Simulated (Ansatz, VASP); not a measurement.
BaTe in VASP and in Ansatz

```
CELL_PARAMETERS angstrom
0.00000 3.18058 3.18058
3.18058 0.00000 3.18058
3.18058 3.18058 0.00000
ATOMIC_POSITIONS crystal
Ba 0.00000 0.00000 0.00000
Te 0.50000 0.50000 0.50000
```

Alike in both runs: functional PBEsol; k mesh 6 × 6 × 6; no spin polarisation.

Ansatz relaxed the structure, and its values are those at the end. VASP's run is a single point on that final structure, the one shown.

|  | VASP | Ansatz |
| --- | --- | --- |
| version | VASP 6.6.1 | Ansatz 0.2.0 |
| potentials or method | VASP PAW PBE potentials, release 64 (Ba_sv, Te) | PAW with Ansatz's default frozen-core files, scalar-relativistic |
| plane-wave cutoff (eV) | 520 | 420 |
| occupations | gaussian, width 0.01 eV | fixed |
| valence electrons in the cell | 16 | 26 |

Ansatz gave:

- gap on the k mesh at the Fermi level (eV): 0.70
- pressure (GPa): 15.0

Problem. Estimate VASP's values.

Solution. gap on the k mesh at the Fermi level (eV): 0.53; pressure (GPa): 15.9.

The two sets of potentials don't hold the same shells in valence.

Caveats: so large a pressure means that the cell lies far from this level's equilibrium, or that cutoff or potentials fall short (VASP); the potentials were made for another functional, which shifts forces and pressure (VASP); spin-orbit coupling is left out, which moves the levels of the heavy elements. A k mesh can miss the band edges.
